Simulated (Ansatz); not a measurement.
## Se: strain energy, fitted

Se, P3_221, a = 4.038 Å, c = 5.121 Å. Ansatz: PBEsol, PAW, 420 eV, Γ-centred 12×12×8 mesh on 3 atoms, Gaussian smearing 0.02 eV; no spin polarisation. Series: equal strain along all axes, cell held, atoms relaxed; x is the strain in per cent. y is the free energy over the unstrained cell, V0 = 24.112 Å³/atom.

| x (%) | y (meV/atom) |
| --- | --- |
| -6.0 | 115.53 |
| -4.0 | 46.05 |
| -2.0 | 10.28 |
| 0.0 | 0.00 |
| 2.0 | 8.38 |
| 4.0 | 30.56 |
| 6.0 | ? |

Question: Fit y = c2 x² + c3 x³ to the other rows, turn c2 into a modulus, and predict the missing energy.

Answer: Least squares on the rows shown. y = 2.4150 x² − 0.13063 x³. In eV per unit strain² c2 is 24.15; the stiffness is B for this strain (E = 9/2 B V0 ε², shape held): 2 × 24.15 × 160.2 / (9 × 24.112) = 36 GPa. At x = 6.0 the fit asked for gives 58.72 meV/atom. The run gave 63.06 meV/atom, so the fit is 4.34 meV/atom too low, 3.8 % of the span of the series, against an rms of 0.52 meV/atom on the fitted rows. The row lies outside the fitted range. With a term in x⁴ added, a fit to the same known rows predicts 63.31 meV/atom, so most of the miss is curvature that the known rows already hold.

Where the gap has closed, the smearing of 0.02 eV or less is narrow for a metal on this mesh.